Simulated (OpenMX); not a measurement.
The system is KI.

```
I K
1.0
     0.00000    3.53277    3.53277
     3.53277    0.00000    3.53277
     3.53277    3.53277    0.00000
I K
1 1
Cartesian
  3.5328 3.5328 3.5328
  0.0000 0.0000 0.0000
```

Base run:

```yaml
Program: OpenMX 3.8.5
Functional: PBE
Potentials_or_basis: OpenMX 2013 PBE set, I7.0-s3p2d2f1, K10.0-s3p2d1, grid cutoff 300 Ry
k_mesh: 7 × 7 × 7
Occupations: fermi-dirac, width 0.05 eV
Spin: no spin polarisation
```

Its results: band gap on the k mesh 4.05 eV, direct; pressure 0.7 GPa.

**Question.** The run is repeated on the same cell with these changes: potentials or basis from OpenMX 2013 PBE set, I7.0-s3p2d2f1, K10.0-s3p2d1, grid cutoff 300 Ry to OpenMX 2013 PBE set, I7.0-s3p3d2f1, K10.0-s3p2d2, grid cutoff 300 Ry. What comes out?

**Answer.** Band gap on the k mesh 4.13 eV, direct; pressure 0.7 GPa.

Caveats: spin-orbit coupling is left out, which moves the levels of the heavy elements; the basis of atomic orbitals isn't converged, which shifts pressures, moduli and gaps; an odd mesh through Γ misses points on the zone boundary, where band edges often lie (some runs).

Not every run made on this cell is shown here.
